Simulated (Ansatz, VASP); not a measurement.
# Two plane-wave programs on C

```
CELL_PARAMETERS angstrom
2.19823 -1.26922 0.00000
2.19823 1.26922 0.00000
-1.42504 0.00000 3.50283
ATOMIC_POSITIONS crystal
C 0.83336 0.83336 0.00009
C 0.16664 0.16664 0.99991
```

This is a stacking variant of graphite.

Alike in both runs: task single point; functional PBEsol; k mesh 16 × 16 × 10; occupations fermi-dirac, width 0.05 eV; no spin polarisation.

```csv
,VASP,Ansatz
version,VASP 6.6.1,Ansatz 0.2.0
potentials or method,"VASP PAW PBE potentials, release 64 (C)","plane waves, PAW"
plane-wave cutoff (eV),520,470
valence electrons in the cell,8,8
```

VASP gave:

```
pressure (GPa)                                  : -21.7
largest component of the traceless stress (GPa) : 22.14
```

Estimate Ansatz's values.

pressure (GPa): -22.2; largest component of the traceless stress (GPa): 22.73.

The functional is the same, so the differences come from potentials, cutoffs and numerics.

Caveats: so large a pressure means that the cell lies far from this level's equilibrium, or that cutoff or potentials fall short (VASP); the potentials were made for another functional, which shifts forces and pressure (VASP); this functional lacks dispersion, which binds the layers, so the pressure and a relaxed spacing across them are unreliable.
